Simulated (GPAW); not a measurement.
Ir:

```xyz
1
Lattice="0.0000 1.9156 1.9156 1.9156 0.0000 1.9156 1.9156 1.9156 0.0000" Properties=species:S:1:pos:R:3 pbc="T T T"
Ir    0.0000    0.0000    0.0000
```

- Program: GPAW 26.7.0
- Task: single point
- Functional: PBEsol
- Potentials or basis: PAW data sets generated in the run's folder for this functional
- Cutoff: 600 eV
- Basis: pw
- k mesh: 12 × 12 × 12
- Occupations: fermi-dirac, width 0.05 eV
- Spin: no spin polarisation

On this cell: pressure -2.0 GPa; band gap on the k mesh none (metal or under the smearing width).

The same run follows on a disturbed copy (cell strained at random at fixed volume):

```
Ir
1.0
    -0.00903    1.95837    1.93892
     1.89839    0.02290    1.90699
     1.89968    1.92773    0.02161
Ir
1
Direct
  0.99766 0.99684 0.98575
```

What changes?

The energy (extrapolated to zero smearing) moves by +12.6 meV/atom; pressure -1.6 GPa; band gap on the k mesh none (metal or under the smearing width).

Stress tensor (GPa, compression positive):
```
 0.56  1.22  1.71
 1.22 -4.69 -8.20
 1.71 -8.20 -0.67
```
